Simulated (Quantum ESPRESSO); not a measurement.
The system is CsPbCl3.

```
Pb Cs Cl
1.0
     5.60500    0.00000    0.00000
     0.00000    5.60500    0.00000
     0.00000    0.00000    5.60500
Pb Cs Cl
1 1 3
Direct
  0.50000 0.50000 0.50000
  0.00000 0.00000 0.00000
  0.50000 0.00000 0.50000
  0.00000 0.50000 0.50000
  0.50000 0.50000 0.00000
```

Base run:

* Program: Quantum ESPRESSO 7.5
* Functional: PBEsol
* Potentials or basis: PseudoDojo 0.4.1 SR PBEsol standard
* Cutoff: 789 eV
* Density cutoff: 3157 eV
* k mesh: 4 × 4 × 4, shifted
* Occupations: fermi-dirac, width 0.05 eV
* Spin: no spin polarisation

Its results: pressure 0.1 GPa; electronic dielectric tensor (diagonal) 3.50.

Question: After a change of settings the same cell gave: pressure -1.3 GPa; electronic dielectric tensor (diagonal) 3.54. Which change was it?
A. functional from PBEsol to BLYP; potentials or basis from PseudoDojo 0.4.1 SR PBEsol standard to PseudoDojo 0.4.1 SR PBE standard
B. functional from PBEsol to LDA; potentials or basis from PseudoDojo 0.4.1 SR PBEsol standard to PseudoDojo 0.4.1 SR LDA standard; cutoff from 789 eV to 762 eV; density cutoff from 3157 eV to 3048 eV
C. functional from PBEsol to AM05; potentials or basis from PseudoDojo 0.4.1 SR PBEsol standard to PseudoDojo 0.4.1 SR PBE standard
D. functional from PBEsol to WC; potentials or basis from PseudoDojo 0.4.1 SR PBEsol standard to PseudoDojo 0.4.1 SR PBE standard

Answer: B.

Runs at the PBE level aren't shown here.
